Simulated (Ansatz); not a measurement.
**Harmonic thermodynamics of PtSe₂**

Level of theory: DFT PBE, scalar-relativistic, plane waves, PAW (Ansatz 0.2.0). Plane waves to 420 eV; Γ-centred k mesh 12×12×4; fixed occupations. No spin polarisation. Phonons by linear response, acoustic sum rule imposed.

Equilibrium structure at this level:
```cif
data_structure
_symmetry_space_group_name_H-M 'P-3m1'
_symmetry_Int_Tables_number 164
_cell_length_a 3.7515
_cell_length_b 3.7515
_cell_length_c 6.5142
_cell_angle_alpha 90.000
_cell_angle_beta 90.000
_cell_angle_gamma 120.000
_cell_volume 79.40
loop_
_atom_site_label
_atom_site_type_symbol
_atom_site_symmetry_multiplicity
_atom_site_Wyckoff_symbol
_atom_site_fract_x
_atom_site_fract_y
_atom_site_fract_z
_atom_site_occupancy
Pt1 Pt 1 a 0.00000 0.00000 0.00000 1
Se1 Se 2 d 0.33333 0.66667 0.20060 1
```

It was relaxed at this level from a cell as deposited in COD. Spin–orbit coupling is left out, which matters for heavy elements. The q mesh is coarse, so values between its points are rough. No dispersion correction is applied, so modes and constants that involve weak contacts between layers, chains or molecules come out too soft.

Force constants from linear response on a 2×2×1 q mesh, interpolated to a fine mesh.

Question: Give the zero-point energy per atom.

Answer: 29.6 meV.

Question: How large are the vibrational entropy and heat capacity at 300 K?

Answer: S = 4.20 k_B and C_V = 2.84 k_B per atom, 95 % of the Dulong–Petit value.

Question: Tabulate them against temperature.

Answer:
```tsv
T (K)	F_vib (meV/atom)	S (k_B/atom)	C_V (k_B/atom)
100	24.7	1.45	1.95
200	4.7	3.08	2.66
300	-26.9	4.20	2.84
400	-66.8	5.03	2.91
500	-113.1	5.68	2.94
600	-164.4	6.22	2.96
700	-220.0	6.68	2.97
800	-279.3	7.07	2.98
900	-341.8	7.42	2.98
1000	-407.1	7.74	2.98
```
